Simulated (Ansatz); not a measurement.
ZnS: equation of state with PBE

**What was measured.**

From “Electronic, vibrational, and thermodynamic properties of ZnS (zincblende and rocksalt structure)”, 2009, arxiv:0911.5022, for a bulk crystal of ZnS: bulk modulus 76.9 GPa.

Crystal: ZnS.

```
Zn S
1.0
     0.00000    2.70200    2.70200
     2.70200    0.00000    2.70200
     2.70200    2.70200    0.00000
Zn S
1 1
Direct
  0.75000 0.75000 0.75000
  0.00000 0.00000 0.00000
```

```yaml
Program: Ansatz 0.2.0
Task: equation of state
Functional: PBE
Potentials_or_basis: Ansatz PAW
Cutoff: 420 eV
Density_cutoff: 1680 eV
k_mesh: 9 × 9 × 9
Occupations: fermi-dirac, width 0.05 eV
Spin: no spin polarisation
```

```
Equilibrium volume                      : 20.16 Å³/atom
Bulk modulus                            : 70 GPa
Pressure derivative of the bulk modulus : 4.4
```

Energy against volume, from the lowest point:
```tsv
volume (Å³/atom)	energy (meV/atom)
18.543	32.86
18.938	18.09
19.332	8.00
19.727	2.11
20.121	0.00
20.516	1.27
20.910	5.60
```

All runs of the series together: 6.6 s on 2 threads of Arm Neoverse V2, on a shared host.

A measured bulk modulus of ZnS is 76.9 GPa (quoted in “Electronic, vibrational, and thermodynamic properties of ZnS (zincblende and rocksalt structure)”, 2009, arxiv:0911.5022); the calculated 70 GPa misses it by -9.6 %. The fit is for a static lattice scaled at fixed shape and fixed fractional positions.

PBE usually gives volumes a little too large and moduli too small.
